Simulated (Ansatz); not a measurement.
Crystal: KTaO3.

```xyz
5
Lattice="3.9883 0.0000 0.0000 0.0000 3.9883 0.0000 0.0000 0.0000 3.9883" Properties=species:S:1:pos:R:3 pbc="T T T"
Ta    0.0000    0.0000    0.0000
K     1.9942    1.9942    1.9942
O     0.0000    0.0000    1.9942
O     0.0000    1.9942    0.0000
O     1.9942    0.0000    0.0000
```

Base run:

* Program: Ansatz 0.2.0
* Functional: PBE
* Potentials or basis: Ansatz NC
* Cutoff: 1240 eV (not typed: the program's choice for these potentials)
* k mesh: 7 × 7 × 7
* Occupations: fermi-dirac, width 0.05 eV
* Spin: no spin polarisation

Its results: band gap on the k mesh 2.29 eV, indirect (least direct gap 2.84 eV); pressure 5.5 GPa.

Task: The run is repeated on the same cell with these changes: potentials or basis from Ansatz NC to SPMS NC; cutoff from 1240 eV (not typed: the program's choice for these potentials) to 1034 eV (not typed: the program's choice for these potentials); valence electrons from 54 to 40. What comes out?

Result: Band gap on the k mesh 2.30 eV, indirect (least direct gap 2.88 eV); pressure 4.6 GPa.

Caveats: odd divisions of the mesh miss points on the zone boundary, where band edges often lie, so the gap on the mesh can be too wide; spin-orbit coupling is left out, which moves the levels of the heavy elements.

A k mesh can miss the band edges.
